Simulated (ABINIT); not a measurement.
# GaN (P6_3mc) in ABINIT: settings compared

Aim: see how the results for GaN move with the level of theory and the settings. Levels: PBE, PBEsol. Tasks: single point, relaxation of cell and atoms.

All numbers are computed with ABINIT 10.8.3 (patched build); they aren't measurements. Logs are shortened: lines on timing, memory, paths and dates and some standing lists are left out, and cuts for length are marked. The log counts tension as positive stress, the text compression.

**The experiment to reproduce.**

“Studying electronic properties in GaN without electrical contacts using γ-γ vs e−-γ Perturbed Angular Correlations”, 2019, pmc:6823545 quotes, for a bulk crystal of GaN: band gap 3.503 ± 0.005 eV (direct).

The runs below are set against these values where they give the same quantity.

### 1 Starting point

It takes space group P6_3mc (No. 186, hexagonal). The conventional cell has a = 3.180 Å, b = 3.180 Å, c = 5.166 Å, α = 90.00°, β = 90.00°, γ = 120.00°. Around Ga (site symmetry 3m) lie 4 N at 1.94 to 1.95 Å. N (site symmetry 3m) is surrounded by 4 Ga at 1.94 to 1.95 Å.

### 2 Single point, PBE

Input file run.abi:

```
# Pseudopotentials
pp_dirpath "./"
pseudos "Ga.upf, N.upf"

# Structure
acell 3*1.0 Angstrom
rprim
     3.1800000000     0.0000000000     0.0000000000
    -1.5900000000     2.7539607840     0.0000000000
     0.0000000000     0.0000000000     5.1660000000
ntypat 2
znucl 31 7
natom 4
typat 1 1 2 2
xred
     0.6666666667     0.3333333333     0.5000000000
     0.3333333333     0.6666666667     0.0000000000
     0.6666666667     0.3333333333     0.8750000000
     0.3333333333     0.6666666667     0.3750000000

# Plane-wave basis
ecut 1142.878222 eV

# k points
kptopt 1
ngkpt 8 8 4
nshiftk 1
shiftk 0.0 0.0 0.0

# Exchange and correlation
ixc 11

# Bands and occupations
nband 22
occopt 3
tsmear 0.05 eV

# SCF cycle
nstep 100
tolvrs 1.0e-10

# Output
iomode 3
prtwf 0
prteig 0
prtebands 0
enunit 1
prtden 1
prtvha 1
prtvclmb 1
prtpot 1
prtelf 1
```

Potentials or basis: PseudoDojo NC SR PBE v0.4.1 standard.

Started as:

```sh
$ mpirun --bind-to none -np 4 abinit run.abi > log 2>&1
```

run.abo:

```text
.Version 10.8.3 of ABINIT
 Symmetries : space group P6_3 m c (#186); Bravais hP (primitive hexag.)
================================================================================
 Values of the parameters that define the memory need of the present run
     intxc =       0    ionmov =       0      iscf =       7    lmnmax =       6
     lnmax =       6     mgfft =      60  mpssoang =       3    mqgrid =    3001
     natom =       4  nloc_mem =       1    nspden =       1   nspinor =       1
    nsppol =       1      nsym =      12    n1xccc =    2501    ntypat =       2
    occopt =       3   xclevel =       2
       mpw =        3988          nfft =       77760          nkpt =          30
================================================================================
================================================================================

--------------------------------------------------------------------------------
------------- Echo of variables that govern the present computation ------------
--------------------------------------------------------------------------------
 -outvars: echo values of preprocessed input variables --------
            acell      1.8897261259E+00  1.8897261259E+00  1.8897261259E+00 Bohr
              amu      6.97230000E+01  1.40067400E+01
             ecut      4.20000000E+01 Hartree
           enunit           1
              ixc          11
         kptrlatt        8    0    0      0    8    0      0    0    4
          kptrlen      3.90493007E+01
            natom           4
            nband          22
            ngfft          36      36      60
             nkpt          30
            nstep         100
             nsym          12
           ntypat           2
           occopt           3
        prtebands           0
           prteig           0
           prtelf           1
           prtpot           1
         prtvclmb           1
           prtvha           1
            prtwf           0
            rprim      3.1800000000E+00  0.0000000000E+00  0.0000000000E+00
                      -1.5900000000E+00  2.7539607840E+00  0.0000000000E+00
                       0.0000000000E+00  0.0000000000E+00  5.1660000000E+00
          spgroup         186
           tolvrs      1.00000000E-10
           tsmear      1.83746611E-03 Hartree
            typat      1  1  2  2
           xangst      1.5900000000E+00  9.1798692800E-01  2.5830000000E+00
                      -9.7460713976E-17  1.8359738560E+00  0.0000000000E+00
                       1.5900000000E+00  9.1798692800E-01  4.5202500000E+00
                      -9.7460713976E-17  1.8359738560E+00  1.9372500000E+00
            xcart      3.0046645402E+00  1.7347438811E+00  4.8811625832E+00
                      -1.8417405745E-16  3.4694877622E+00  0.0000000000E+00
                       3.0046645402E+00  1.7347438811E+00  8.5420345206E+00
                      -1.8417405745E-16  3.4694877622E+00  3.6608719374E+00
             xred      6.6666666667E-01  3.3333333333E-01  5.0000000000E-01
[... 144 lines left out ...]
    4       0.000000000000      0.000000000000     -0.026078976138

 cartesian coordinates (angstrom) at end:
    1      1.59000000000000     0.91798692800000     2.58300000000000
    2     -0.00000000000000     1.83597385600000     0.00000000000000
    3      1.59000000000000     0.91798692800000     4.52025000000000
    4     -0.00000000000000     1.83597385600000     1.93725000000000

 cartesian forces (hartree/bohr) at end:
    1      0.00000000000000     0.00000000000000    -0.00267239093834
    2     -0.00000000000000     0.00000000000000    -0.00267239093834
    3      0.00000000000000    -0.00000000000000     0.00267239093834
    4     -0.00000000000000    -0.00000000000000     0.00267239093834
 frms,max,avg= 1.5429056E-03 2.6723909E-03   0.000E+00  0.000E+00 -1.001E-06 h/b

 cartesian forces (eV/Angstrom) at end:
    1      0.00000000000000     0.00000000000000    -0.13741986724769
    2     -0.00000000000000     0.00000000000000    -0.13741986724769
    3      0.00000000000000    -0.00000000000000     0.13741986724769
    4     -0.00000000000000    -0.00000000000000     0.13741986724769
 frms,max,avg= 7.9339397E-02 1.3741987E-01   0.000E+00  0.000E+00 -5.148E-05 e/A
 length scales=  1.889726125908  1.889726125908  1.889726125908 bohr
              =  1.000000000000  1.000000000000  1.000000000000 angstroms
 Fermi (or HOMO) energy (eV) =   6.50326   Average Vxc (eV)= -11.79010
 Eigenvalues (   eV  ) for nkpt=  30  k points:
 kpt#   1, nband= 22, wtk=  0.00391, kpt=  0.0000  0.0000  0.0000 (reduced coord)
 -10.56856   -9.66904   -8.11252   -8.09219   -8.09219   -8.03004   -8.03004   -7.84597
  -7.84597   -7.74458   -7.74458   -6.43889   -1.65585    4.41443    4.41443    5.41267
   5.47270    5.47270    7.47950    9.81173   14.74251   15.44369
 prteigrs : prtvol=0 or 1, do not print more k-points.

--- !EnergyTerms
iteration_state     : {dtset: 1, }
comment             : Components of total free energy in Hartree
kinetic             :  1.40320919092219E+02
hartree             :  4.35831823445801E+01
xc                  : -4.81550666610976E+01
Ewald energy        : -1.17003474104353E+02
psp_core            :  7.05218803467670E+00
local_psp           : -1.20701064962249E+02
non_local_psp       : -7.88561257470459E+01
internal            : -1.73759442003270E+02
'-kT*entropy'       : -2.03226901110752E-12
total_energy        : -1.73759442003272E+02
total_energy_eV     : -4.72823529023716E+03
band_energy         : -6.04499819521933E+00
...

 Cartesian components of stress tensor (hartree/bohr^3)
  sigma(1 1)= -2.30263168E-04  sigma(3 2)=  0.00000000E+00
  sigma(2 2)= -2.30263168E-04  sigma(3 1)=  0.00000000E+00
  sigma(3 3)= -3.02184760E-04  sigma(2 1)=  0.00000000E+00

-Cartesian components of stress tensor (GPa)         [Pressure=  7.4799E+00 GPa]
- sigma(1 1)= -6.77457631E+00  sigma(3 2)=  0.00000000E+00
- sigma(2 2)= -6.77457629E+00  sigma(3 1)=  0.00000000E+00
- sigma(3 3)= -8.89058257E+00  sigma(2 1)=  0.00000000E+00

== END DATASET(S) ==============================================================
================================================================================

 -outvars: echo values of variables after computation  --------
            acell      1.8897261259E+00  1.8897261259E+00  1.8897261259E+00 Bohr
           etotal     -1.7375944200E+02
            fcart      5.0408720100E-29  3.8481278736E-28 -2.6723909383E-03
                      -1.5122616030E-28  8.7310464360E-29 -2.6723909383E-03
                       2.2963972490E-28 -1.3258255699E-28  2.6723909383E-03
                      -1.2882228470E-28 -3.3954069473E-28  2.6723909383E-03
            rprim      3.1800000000E+00  0.0000000000E+00  0.0000000000E+00
                      -1.5900000000E+00  2.7539607840E+00  0.0000000000E+00
                       0.0000000000E+00  0.0000000000E+00  5.1660000000E+00
           strten     -2.3026316839E-04 -2.3026316781E-04 -3.0218475964E-04
                       0.0000000000E+00  0.0000000000E+00  0.0000000000E+00
           xangst      1.5900000000E+00  9.1798692800E-01  2.5830000000E+00
                      -9.7460713976E-17  1.8359738560E+00  0.0000000000E+00
                       1.5900000000E+00  9.1798692800E-01  4.5202500000E+00
                      -9.7460713976E-17  1.8359738560E+00  1.9372500000E+00
             xred      6.6666666667E-01  3.3333333333E-01  5.0000000000E-01
                       3.3333333333E-01  6.6666666667E-01  0.0000000000E+00
                       6.6666666667E-01  3.3333333333E-01  8.7500000000E-01
                       3.3333333333E-01  6.6666666667E-01  3.7500000000E-01
 Calculation completed.
```

Wall time 26 s (4 MPI ranks of Arm Neoverse V2, shared host); peak memory 0.32 GiB.

What came out:

```yaml
Free_energy: -4728.2353 eV
Pressure: 7.5 GPa
Largest_force: 0.137 eV/Å
Band_gap_on_the_k_mesh: 2.01 eV, direct
Valence_electrons_inside_the_program's_atomic_spheres: Ga 10.90; N 5.26
```

Forces on the atoms (eV/Å):
```
Ga   0.000  0.000 -0.137
Ga   0.000  0.000 -0.137
N    0.000  0.000  0.137
N    0.000  0.000  0.137
```

Stress tensor (GPa, compression positive):
```
6.77 0.00 0.00
0.00 6.77 0.00
0.00 0.00 8.89
```

### 3 Single point, PBEsol

Edit run.abi of step 2 so:

```diff
@@ -1,2 +1 @@
-# Pseudopotentials
 pp_dirpath "./"
@@ -4,3 +3,2 @@
 
-# Structure
 acell 3*1.0 Angstrom
@@ -20,6 +18,4 @@
 
-# Plane-wave basis
 ecut 1142.878222 eV
 
-# k points
 kptopt 1
@@ -29,6 +25,4 @@
 
-# Exchange and correlation
-ixc 11
+ixc -116133
 
-# Bands and occupations
 nband 22
@@ -37,3 +31,2 @@
 
-# SCF cycle
 nstep 100
@@ -41,12 +34,7 @@
 
-# Output
 iomode 3
 prtwf 0
+prtden 0
 prteig 0
 prtebands 0
-enunit 1
-prtden 1
-prtvha 1
-prtvclmb 1
-prtpot 1
-prtelf 1
+enunit 2
```

Potentials or basis: PseudoDojo NC SR PBEsol v0.4.1 standard.

Started as:

```sh
$ mpirun --bind-to none -np 4 abinit run.abi > log 2>&1
```

Run time: 34 s. Hardware: 4 MPI ranks of Arm Neoverse V1, shared host; peak memory 0.32 GiB.

Results (log left out):

```
Free energy                                           : -4720.1171 eV
Pressure                                              : 1.2 GPa
Largest force                                         : 0.133 eV/Å
Band gap on the k mesh                                : 1.95 eV, direct
Valence electrons inside the program's atomic spheres : Ga 10.91; N 5.23
```

Forces on the atoms (eV/Å):
```
Ga   0.000  0.000 -0.133
Ga   0.000  0.000 -0.133
N    0.000  0.000  0.133
N    0.000  0.000  0.133
```

Stress tensor (GPa, compression positive):
```
0.54 0.00 0.00
0.00 0.54 0.00
0.00 0.00 2.60
```

Levels at points of the mesh, in eV from the valence-band top:
| k point | band 14 | band 15 | band 16 | band 17 | band 18 | band 19 | band 20 | band 21 | band 22 |
| --- | --- | --- | --- | --- | --- | --- | --- | --- | --- |
| (0.00, 0.00, 0.00) | -1.07 | -1.07 | -0.06 | 0.00 | 0.00 | 1.95 | 4.25 | 9.17 | 9.86 |
| (0.50, 0.00, 0.00) | -5.33 | -4.32 | -2.81 | -2.30 | -1.00 | 4.97 | 5.56 | 5.99 | 8.63 |
| (0.00, 0.00, 0.50) | -3.90 | -0.55 | -0.55 | -0.55 | -0.55 | 4.26 | 4.26 | 8.46 | 8.46 |
| (0.50, 0.00, 0.50) | -6.70 | -1.98 | -1.98 | -1.94 | -1.94 | 4.34 | 4.34 | 7.78 | 7.78 |

### 4 Single point, PBE

Input file run.abi:

```
# Pseudopotentials
pp_dirpath "./"
pseudos "Ga.upf, N.upf"

# Structure
acell 6.0093290763 6.0093290763 9.7623251598
rprim
     1.0000000000     0.0000000000     0.0000000000
    -0.5000000000     0.8660254038     0.0000000000
     0.0000000000     0.0000000000     1.0000000000
ntypat 2
znucl 31 7
natom 4
typat 1 1 2 2
xred
     0.6666666667     0.3333333333     0.5000000000
     0.3333333333     0.6666666667     0.0000000000
     0.6666666667     0.3333333333     0.8750000000
     0.3333333333     0.6666666667     0.3750000000

# Plane-wave basis
ecut 36.0

# k points
kptopt 1
ngkpt 8 8 4
nshiftk 1
shiftk 0.0 0.0 0.0

# Exchange and correlation
ixc 11

# Bands and occupations
nband 22
occopt 3
tsmear 0.05 eV

# SCF cycle
nstep 100
tolvrs 1.0e-10

# Output
iomode 3
prtwf 0
prtden 0
prteig 0
prtebands 0
enunit 2
```

Potentials or basis: PseudoDojo NC SR PBE v0.4.1 standard.

Started as:

```sh
$ mpirun --bind-to none -np 4 abinit run.abi > log 2>&1
```

run.abo:

```text
.Version 10.8.3 of ABINIT
 Symmetries : space group P6_3 m c (#186); Bravais hP (primitive hexag.)
================================================================================
 Values of the parameters that define the memory need of the present run
     intxc =       0    ionmov =       0      iscf =       7    lmnmax =       6
     lnmax =       6     mgfft =      54  mpssoang =       3    mqgrid =    3001
     natom =       4  nloc_mem =       1    nspden =       1   nspinor =       1
    nsppol =       1      nsym =      12    n1xccc =    2501    ntypat =       2
    occopt =       3   xclevel =       2
       mpw =        3164          nfft =       69984          nkpt =          30
================================================================================
================================================================================

--------------------------------------------------------------------------------
------------- Echo of variables that govern the present computation ------------
--------------------------------------------------------------------------------
 -outvars: echo values of preprocessed input variables --------
            acell      6.0093290763E+00  6.0093290763E+00  9.7623251598E+00 Bohr
              amu      6.97230000E+01  1.40067400E+01
             ecut      3.60000000E+01 Hartree
           enunit           2
              ixc          11
         kptrlatt        8    0    0      0    8    0      0    0    4
          kptrlen      3.90493006E+01
            natom           4
[... 211 lines left out ...]
'-kT*entropy'       : -2.03750878830647E-12
total_energy        : -1.73758211868033E+02
total_energy_eV     : -4.72820181655205E+03
band_energy         : -6.04510971948385E+00
...

 Cartesian components of stress tensor (hartree/bohr^3)
  sigma(1 1)= -1.58769963E-04  sigma(3 2)=  0.00000000E+00
  sigma(2 2)= -1.58769964E-04  sigma(3 1)=  0.00000000E+00
  sigma(3 3)= -2.30780724E-04  sigma(2 1)=  0.00000000E+00

-Cartesian components of stress tensor (GPa)         [Pressure=  5.3774E+00 GPa]
- sigma(1 1)= -4.67117358E+00  sigma(3 2)=  0.00000000E+00
- sigma(2 2)= -4.67117360E+00  sigma(3 1)=  0.00000000E+00
- sigma(3 3)= -6.78980331E+00  sigma(2 1)=  0.00000000E+00

== END DATASET(S) ==============================================================
================================================================================

 -outvars: echo values of variables after computation  --------
            acell      6.0093290763E+00  6.0093290763E+00  9.7623251598E+00 Bohr
           etotal     -1.7375821187E+02
            fcart      8.9615502462E-29  4.6565581022E-28 -2.6813648835E-03
                       8.9615502462E-29  4.6565581022E-28 -2.6813648835E-03
                       8.9615502462E-29 -3.6217674128E-28  2.6813648835E-03
                      -2.6884650739E-28 -5.6913487916E-28  2.6813648835E-03
            rprim      1.0000000000E+00  0.0000000000E+00  0.0000000000E+00
                      -5.0000000000E-01  8.6602540380E-01  0.0000000000E+00
                       0.0000000000E+00  0.0000000000E+00  1.0000000000E+00
           strten     -1.5876996285E-04 -1.5876996367E-04 -2.3078072373E-04
                       0.0000000000E+00  0.0000000000E+00  0.0000000000E+00
           xangst      1.5899999989E+00  9.1798692740E-01  2.5829999982E+00
                      -3.7217767267E-16  1.8359738548E+00  0.0000000000E+00
                       1.5899999989E+00  9.1798692740E-01  4.5202499969E+00
                      -3.7217767267E-16  1.8359738548E+00  1.9372499987E+00
             xred      6.6666666667E-01  3.3333333333E-01  5.0000000000E-01
                       3.3333333333E-01  6.6666666667E-01  0.0000000000E+00
                       6.6666666667E-01  3.3333333333E-01  8.7500000000E-01
                       3.3333333333E-01  6.6666666667E-01  3.7500000000E-01
 Calculation completed.
```

It took 27 s on 4 MPI ranks of Arm Neoverse V1, shared host; peak memory 0.32 GiB.

What came out:

| Quantity | Value |
| --- | --- |
| Free energy | -4728.2018 eV |
| Largest force | 0.138 eV/Å |
| Band gap on the k mesh | 2.01 eV, direct |
| Valence electrons inside the program's atomic spheres | Ga 10.89; N 5.28 |

Forces on the atoms (eV/Å):
```
Ga   0.000  0.000 -0.138
Ga   0.000  0.000 -0.138
N    0.000  0.000  0.138
N    0.000  0.000  0.138
```

Caveat: the cutoff is too short for stress, so the log's stress isn't used.

(Continued in part 2 of 2.)
